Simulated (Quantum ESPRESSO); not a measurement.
# C (Fd-3m) in Quantum ESPRESSO: notebook

The runs below take C through dielectric tensor, with LDA, PBE, PBEsol, WC, BLYP, AM05.

All numbers are computed with Quantum ESPRESSO 7.5; they aren't measurements. Logs are shortened: lines on timing, memory, paths and dates and some standing lists are left out, and cuts for length are marked.

## (1) The structure

The structure is cubic, space group Fd-3m (No. 227). Conventional cell: a = 3.567 Å, b = 3.567 Å, c = 3.567 Å, α = 90.00°, β = 90.00°, γ = 90.00°. Around C (site symmetry -43m) lie 4 C at 1.54 Å.

This isn't the form of C at room conditions, which is graphite.

## (2) Dielectric tensor, LDA

The input, pw.in:

```
&CONTROL
  calculation = 'scf'
  prefix = 'pwscf'
  outdir = './tmp'
  pseudo_dir = './pseudo'
  tprnfor = .true.
  tstress = .true.
  disk_io = 'low'
/
&SYSTEM
  ibrav = 0
  nat = 2
  ntyp = 1
  ecutwfc = 82
  nbnd = 9
  occupations = 'smearing'
  smearing = 'fd'
  degauss = 0.00367493
/
&ELECTRONS
  conv_thr = 4d-10
  electron_maxstep = 120
  mixing_beta = 0.5
/
ATOMIC_SPECIES
C     12.0110 C.upf
CELL_PARAMETERS angstrom
   0.0000000000    1.7833700000    1.7833700000
   1.7833700000    0.0000000000    1.7833700000
   1.7833700000    1.7833700000    0.0000000000
ATOMIC_POSITIONS angstrom
C      2.6750550000    2.6750550000    2.6750550000
C      1.7833700000    1.7833700000    1.7833700000
K_POINTS automatic
14 14 14 1 1 1
```

The input, scf2.in:

```
&CONTROL
  calculation = 'scf'
  prefix = 'pwscf'
  outdir = './tmp'
  pseudo_dir = './pseudo'
  tprnfor = .true.
  tstress = .true.
  disk_io = 'low'
/
&SYSTEM
  ibrav = 0
  nat = 2
  ntyp = 1
  ecutwfc = 82
  nbnd = 9
  occupations = 'fixed'
/
&ELECTRONS
  conv_thr = 1d-13
  electron_maxstep = 120
  mixing_beta = 0.5
  startingpot = 'file'
  startingwfc = 'file'
/
ATOMIC_SPECIES
C     12.0110 C.upf
CELL_PARAMETERS angstrom
   0.0000000000    1.7833700000    1.7833700000
   1.7833700000    0.0000000000    1.7833700000
   1.7833700000    1.7833700000    0.0000000000
ATOMIC_POSITIONS angstrom
C      2.6750550000    2.6750550000    2.6750550000
C      1.7833700000    1.7833700000    1.7833700000
K_POINTS automatic
14 14 14 1 1 1
```

The input, ph.in:

```
dielectric of C
&INPUTPH
  prefix = 'pwscf'
  outdir = './tmp'
  tr2_ph = 1d-18
  fildyn = 'dyn'
  niter_ph = 90
  alpha_mix(1) = 0.7
  epsil = .true.
  trans = .false.
  zeu = .true.
/
0.0000000000 0.0000000000 0.0000000000
```

Potentials or basis: PseudoDojo 0.4.1 SR LDA standard.

Launch:

```bash
> OMP_NUM_THREADS=1 pw.x -in pw.in > pw.out
> OMP_NUM_THREADS=1 pw.x -in scf2.in > scf2.out
> OMP_NUM_THREADS=1 ph.x -in ph.in > ph.out
```

pw.out:

```text
This program is part of the open-source Quantum ESPRESSO suite
     for quantum simulation of materials; please cite
[... 9 lines left out ...]
     --------------------
     sticks:   dense  smooth     PW     G-vecs:    dense   smooth      PW
     Sum         511     511    163                 7727     7727    1459

     Using Slab Decomposition

     bravais-lattice index     =            0
     lattice parameter (alat)  =       4.7660  a.u.
     unit-cell volume          =      76.5510 (a.u.)^3
     number of atoms/cell      =            2
     number of atomic types    =            1
     number of electrons       =         8.00
     number of Kohn-Sham states=            9
     kinetic-energy cutoff     =      82.0000  Ry
     charge density cutoff     =     328.0000  Ry
     scf convergence threshold =      4.0E-10
     mixing beta               =       0.5000
     number of iterations used =            8  plain     mixing
     Exchange-correlation= SLA  PW   NOGX NOGC
                           (   1   4   0   0   0   0   0)

     celldm(1)=   4.766014  celldm(2)=   0.000000  celldm(3)=   0.000000
     celldm(4)=   0.000000  celldm(5)=   0.000000  celldm(6)=   0.000000

[... 8 lines left out ...]
               b(3) = (  0.707107  0.707107 -0.707107 )

     PseudoPot. # 1 for C  read from file:
     C.upf
     Pseudo is Norm-conserving + core correction, Zval =  4.0
     Generated using ONCVPSP code by D. R. Hamann
     Using radial grid of 1234 points,  4 beta functions with:
                l(1) =   0
                l(2) =   0
                l(3) =   1
                l(4) =   1

     atomic species   valence    mass     pseudopotential
     C                 4.00    12.01100     C ( 1.00)

     48 Sym. Ops., with inversion, found (24 have fractional translation)

   Cartesian axes

     site n.     atom                  positions (alat units)
         1        C      tau(   1) = (   1.0606602   1.0606602   1.0606602  )
         2        C      tau(   2) = (   0.7071068   0.7071068   0.7071068  )

     number of k points=   280  Fermi-Dirac smearing, width (Ry)=  0.0037

     Number of k-points >= 100: set verbosity='high' to print them.

     Dense  grid:     7727 G-vectors     FFT dimensions: (  32,  32,  32)

     Initial potential from superposition of free atoms

     starting charge       7.9999, renormalised to       8.0000
     Starting wfcs are    8 randomized atomic wfcs +    1 random wfcs

     Self-consistent Calculation

     iteration #  1     ecut=    82.00 Ry     beta= 0.50
     Davidson diagonalization with overlap
     ethr =  1.00E-02,  avg # of iterations =  4.6

     total energy              =     -24.12908617 Ry
     estimated scf accuracy    <       0.12275147 Ry

     iteration #  2     ecut=    82.00 Ry     beta= 0.50
     Davidson diagonalization with overlap
     ethr =  1.53E-03,  avg # of iterations =  1.1

     total energy              =     -24.12667584 Ry
     estimated scf accuracy    <       0.01609778 Ry

     iteration #  3     ecut=    82.00 Ry     beta= 0.50
     Davidson diagonalization with overlap
     ethr =  2.01E-04,  avg # of iterations =  2.3

     total energy              =     -24.12852201 Ry
     estimated scf accuracy    <       0.00018717 Ry

     iteration #  4     ecut=    82.00 Ry     beta= 0.50
     Davidson diagonalization with overlap
     ethr =  2.34E-06,  avg # of iterations =  5.8

     total energy              =     -24.12854242 Ry
     estimated scf accuracy    <       0.00001987 Ry

     iteration #  5     ecut=    82.00 Ry     beta= 0.50
     Davidson diagonalization with overlap
     ethr =  2.48E-07,  avg # of iterations =  2.0

     total energy              =     -24.12854560 Ry
     estimated scf accuracy    <       0.00000027 Ry

     iteration #  6     ecut=    82.00 Ry     beta= 0.50
     Davidson diagonalization with overlap
     ethr =  3.37E-09,  avg # of iterations =  1.9

     total energy              =     -24.12854549 Ry
     estimated scf accuracy    <       0.00000028 Ry

     iteration #  7     ecut=    82.00 Ry     beta= 0.50
     Davidson diagonalization with overlap
     ethr =  3.37E-09,  avg # of iterations =  2.0

     total energy              =     -24.12854550 Ry
     estimated scf accuracy    <       0.00000019 Ry

     iteration #  8     ecut=    82.00 Ry     beta= 0.50
     Davidson diagonalization with overlap
     ethr =  2.38E-09,  avg # of iterations =  1.0

     total energy              =     -24.12854550 Ry
     estimated scf accuracy    <       0.00000002 Ry

     iteration #  9     ecut=    82.00 Ry     beta= 0.50
     Davidson diagonalization with overlap
     ethr =  2.31E-10,  avg # of iterations =  1.0

     total energy              =     -24.12854550 Ry
     estimated scf accuracy    <          6.0E-09 Ry

     iteration # 10     ecut=    82.00 Ry     beta= 0.50
     Davidson diagonalization with overlap
     ethr =  7.46E-11,  avg # of iterations =  2.0

     End of self-consistent calculation

     Number of k-points >= 100: set verbosity='high' to print the bands.

     the Fermi energy is    15.2328 ev

!    total energy              =     -24.12854550 Ry
     estimated scf accuracy    <          2.4E-10 Ry
     smearing contrib. (-TS)   =       0.00000000 Ry
     internal energy E=F+TS    =     -24.12854550 Ry

     The total energy is F=E-TS. E is the sum of the following terms:
     one-electron contribution =       8.19703775 Ry
     hartree contribution      =       1.91373994 Ry
     xc contribution           =      -8.66463469 Ry
     ewald contribution        =     -25.57468850 Ry

     convergence has been achieved in  10 iterations

     Forces acting on atoms (cartesian axes, Ry/au):

     atom    1 type  1   force =    -0.00000000   -0.00000000    0.00000000
     atom    2 type  1   force =     0.00000000   -0.00000000   -0.00000000

     Total force =     0.000000     Total SCF correction =     0.000000

     Computing stress (Cartesian axis) and pressure

          total   stress  (Ry/bohr**3)                   (kbar)     P=     -112.14
  -0.00076231   0.00000000  -0.00000000         -112.14        0.00       -0.00
   0.00000000  -0.00076231   0.00000000            0.00     -112.14        0.00
  -0.00000000   0.00000000  -0.00076231           -0.00        0.00     -112.14

=------------------------------------------------------------------------------=
   JOB DONE.
=------------------------------------------------------------------------------=
```

Wall time 2.2 min (1 thread of Arm Neoverse V2, shared host); peak memory 0.06 GiB.

Results:

| Property | Result |
| --- | --- |
| Free energy | -328.2856 eV |
| Pressure | -11.2 GPa |
| Electronic dielectric tensor (diagonal) | 5.74 |
| Born charges (mean of the diagonal) | C +0.00 e |

Levels at points of the mesh, in eV from the valence-band top:
```
           k point  band 1  band 2  band 3  band 4  band 5  band 6  band 7  band 8  band 9
(0.04, 0.04, 0.04)  -21.25   -0.19    0.00    0.00    5.71    5.71    5.78   13.61   19.12
```

Electronic dielectric tensor:
```
5.74 0.00 0.00
0.00 5.74 0.00
0.00 0.00 5.74
```

Born effective charge tensors (e):
atom 1, C
```
0.00 0.00 0.00
0.00 0.00 0.00
0.00 0.00 0.00
```
atom 2, C
```
0.00 0.00 0.00
0.00 0.00 0.00
0.00 0.00 0.00
```

Caveat: the cell is more than 3 GPa from zero pressure, which shifts response properties.

## (3) Dielectric tensor, PBE

pw.in is that of step 2.

scf2.in is that of step 2.

ph.in is that of step 2.

Potentials or basis: PseudoDojo 0.4.1 SR PBE standard.

Launch:

```bash
> OMP_NUM_THREADS=1 pw.x -in pw.in > pw.out
> OMP_NUM_THREADS=1 pw.x -in scf2.in > scf2.out
> OMP_NUM_THREADS=1 ph.x -in ph.in > ph.out
```

pw.out:

```text
This program is part of the open-source Quantum ESPRESSO suite
     for quantum simulation of materials; please cite
[... 9 lines left out ...]
     --------------------
     sticks:   dense  smooth     PW     G-vecs:    dense   smooth      PW
     Sum         511     511    163                 7727     7727    1459

     Using Slab Decomposition

     bravais-lattice index     =            0
     lattice parameter (alat)  =       4.7660  a.u.
     unit-cell volume          =      76.5510 (a.u.)^3
     number of atoms/cell      =            2
     number of atomic types    =            1
     number of electrons       =         8.00
     number of Kohn-Sham states=            9
     kinetic-energy cutoff     =      82.0000  Ry
     charge density cutoff     =     328.0000  Ry
     scf convergence threshold =      4.0E-10
     mixing beta               =       0.5000
     number of iterations used =            8  plain     mixing
     Exchange-correlation= PBE
                           (   1   4   3   4   0   0   0)

     celldm(1)=   4.766014  celldm(2)=   0.000000  celldm(3)=   0.000000
     celldm(4)=   0.000000  celldm(5)=   0.000000  celldm(6)=   0.000000

[... 8 lines left out ...]
               b(3) = (  0.707107  0.707107 -0.707107 )

     PseudoPot. # 1 for C  read from file:
     C.upf
     Pseudo is Norm-conserving + core correction, Zval =  4.0
     Generated using ONCVPSP code by D. R. Hamann
     Using radial grid of 1248 points,  4 beta functions with:
                l(1) =   0
                l(2) =   0
                l(3) =   1
                l(4) =   1

     atomic species   valence    mass     pseudopotential
     C                 4.00    12.01100     C ( 1.00)

     48 Sym. Ops., with inversion, found (24 have fractional translation)

   Cartesian axes

     site n.     atom                  positions (alat units)
         1        C      tau(   1) = (   1.0606602   1.0606602   1.0606602  )
         2        C      tau(   2) = (   0.7071068   0.7071068   0.7071068  )

     number of k points=   280  Fermi-Dirac smearing, width (Ry)=  0.0037

     Number of k-points >= 100: set verbosity='high' to print them.

     Dense  grid:     7727 G-vectors     FFT dimensions: (  32,  32,  32)

     Initial potential from superposition of free atoms

     starting charge       7.9999, renormalised to       8.0000
     Starting wfcs are    8 randomized atomic wfcs +    1 random wfcs

     Self-consistent Calculation

     iteration #  1     ecut=    82.00 Ry     beta= 0.50
     Davidson diagonalization with overlap
     ethr =  1.00E-02,  avg # of iterations =  4.7

     total energy              =     -24.07622423 Ry
     estimated scf accuracy    <       0.11546031 Ry

     iteration #  2     ecut=    82.00 Ry     beta= 0.50
     Davidson diagonalization with overlap
     ethr =  1.44E-03,  avg # of iterations =  1.1

     total energy              =     -24.07419909 Ry
     estimated scf accuracy    <       0.01689342 Ry

     iteration #  3     ecut=    82.00 Ry     beta= 0.50
     Davidson diagonalization with overlap
     ethr =  2.11E-04,  avg # of iterations =  2.0
[... 22 lines left out ...]
     total energy              =     -24.07574924 Ry
     estimated scf accuracy    <       0.00000115 Ry

     iteration #  7     ecut=    82.00 Ry     beta= 0.50
     Davidson diagonalization with overlap
     ethr =  3.16E-09,  avg # of iterations =  2.0

     total energy              =     -24.07574932 Ry
     estimated scf accuracy    <          3.1E-09 Ry

     iteration #  8     ecut=    82.00 Ry     beta= 0.50
     Davidson diagonalization with overlap
     ethr =  3.93E-11,  avg # of iterations =  2.0

     End of self-consistent calculation

     Number of k-points >= 100: set verbosity='high' to print the bands.

     the Fermi energy is    15.5608 ev

!    total energy              =     -24.07574932 Ry
     estimated scf accuracy    <          3.6E-11 Ry
     smearing contrib. (-TS)   =       0.00000000 Ry
     internal energy E=F+TS    =     -24.07574932 Ry

     The total energy is F=E-TS. E is the sum of the following terms:
     one-electron contribution =       8.24719553 Ry
     hartree contribution      =       1.93204783 Ry
     xc contribution           =      -8.68030417 Ry
     ewald contribution        =     -25.57468850 Ry

     convergence has been achieved in   8 iterations

     Forces acting on atoms (cartesian axes, Ry/au):

     atom    1 type  1   force =     0.00000000    0.00000000    0.00000000
     atom    2 type  1   force =     0.00000000    0.00000000    0.00000000

     Total force =     0.000000     Total SCF correction =     0.000000

     Computing stress (Cartesian axis) and pressure

          total   stress  (Ry/bohr**3)                   (kbar)     P=       18.46
   0.00012549  -0.00000000  -0.00000000           18.46       -0.00       -0.00
  -0.00000000   0.00012549  -0.00000000           -0.00       18.46       -0.00
  -0.00000000  -0.00000000   0.00012549           -0.00       -0.00       18.46

=------------------------------------------------------------------------------=
   JOB DONE.
=------------------------------------------------------------------------------=
```

It took 2.4 min on 1 thread of Arm Neoverse V2, shared host; peak memory 0.06 GiB.

Results:

```
Free energy                             : -327.5673 eV
Pressure                                : 1.8 GPa
Electronic dielectric tensor (diagonal) : 5.77
Born charges (mean of the diagonal)     : C +0.00 e
```

Electronic dielectric tensor:
```
5.77 0.00 0.00
0.00 5.77 0.00
0.00 0.00 5.77
```

Born effective charge tensors (e):
atom 1, C
```
0.00 0.00 0.00
0.00 0.00 0.00
0.00 0.00 0.00
```
atom 2, C
```
0.00 0.00 0.00
0.00 0.00 0.00
0.00 0.00 0.00
```

[end of part 1 of 3]
